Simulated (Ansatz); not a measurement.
# How C stores the work of compression

Level of theory: Ansatz, DFT r2SCAN, scalar-relativistic, plane waves, PAW. (500 eV cutoff, 18×18×6 k-mesh, Gaussian smearing of 0.10 eV, no spin polarisation)

Reference structure (relaxed):

```
CELL_PARAMETERS angstrom
1.22812 -2.12646 0.00000
1.22812 2.12646 0.00000
0.00000 0.00000 7.11555
ATOMIC_POSITIONS crystal
C 0.08332 0.91668 0.74992
C 0.58332 0.41668 0.25008
C 0.91668 0.08332 0.25008
C 0.41668 0.58332 0.74992
```

Cell and atoms were relaxed at each target pressure within the start's symmetry (Fmmm), at zero temperature; other phases can be more stable under pressure. H = E + PV with P the target; E is the free energy at the smearing used, whose derivative the pressure is, per atom and counted from zero pressure. The mesh named is that at zero pressure; some other pressures ran on another.

```
P (GPa) V (Å³/atom) E − E0 (meV) H − H0 (meV)
      0        9.291           0.0           0.0
      1        8.936           1.0          56.8
      4        8.386           9.0         218.3
     12        7.667          42.4         616.7
     25        7.040         112.3        1210.7
     50        6.333         273.3        2249.7
     90        5.669         556.4        3740.6
```

Problem. Thermodynamics gives dH/dP = V along a relaxed path. Integrate V over P by the trapezoid rule and compare with the computed enthalpies.

Solution. With 1 eV/Å³ = 160.22 GPa, each step adds the mean volume times ΔP / 160.22:
```csv
P (GPa),∫V dP (meV),H − H0 (meV),difference (meV)
1,56.9,56.8,0.1
4,219.1,218.3,0.7
12,619.8,616.7,3.2
25,1216.5,1210.7,5.7
50,2259.8,2249.7,10.1
90,3758.0,3740.6,17.4
```

V(P) curves upward, so the trapezoid rule runs high; integrating a smooth curve through the same points (P as a polynomial of degree 4 in ln V) puts that excess at about 17.1 meV at 90 GPa, against the 17.4 meV found.

Problem. At 90 GPa, how much of the enthalpy change is stored energy and how much is the PV term?

Solution. E rises by 556 meV/atom and PV is 90 × 5.669 / 160.22 = 3184 meV/atom, so PV makes 85 % of ΔH. So between rival structures at high pressure a small difference in volume can outweigh the difference in energy: 1 % of this volume is worth 31.8 meV/atom at this pressure.

Problem. What bulk modulus do the lowest pressures give, and how is the compression shared among the axes?

Solution. From the pressures that the runs reached, 0.00 GPa (9.291 Å³) and 1.00 GPa (8.936 Å³), B = −ΔP/Δln V = 1.00 / 0.0390 = 26 GPa, a mean over that range. The linear compressibilities −Δln(length)/ΔP are 0.92 along a, 0.92 along b, 37.17 along c (in TPa⁻¹). With fixed angles they add up to 1/B: 39.01 against 38.94. Softest: c, at 95 % of the volume change per axis.

This form isn't the element's structure at ambient conditions.

The coordinates describe flat honeycomb sheets offset by half an in-plane lattice vector, the saddle point between two equivalent Bernal stackings. Symmetry blocks the slide to either one, so the curve belongs to a constrained stacking rather than to ordinary graphite.

The anisotropy follows from the bonding: shortening a or b strains stiff sp² σ bonds, whereas shortening c only pushes weakly bound layers together. As the gap closes, Pauli repulsion between the π clouds rises steeply, which explains why the first gigapascal removes far more volume than any later one. The initial 26 GPa therefore measures interlayer contact, not the strength of the carbon network.

The zero-pressure layer spacing is larger than that of real graphite, and the bulk modulus is on the soft side. Long-range dispersion missing from r2SCAN is a probable cause, with the unfavourable stacking as another possible contribution. The smooth volume curve gives no sign of a collapse into sp³ bonding, but it doesn't show whether the sheets would resist buckling once the symmetry is lifted.
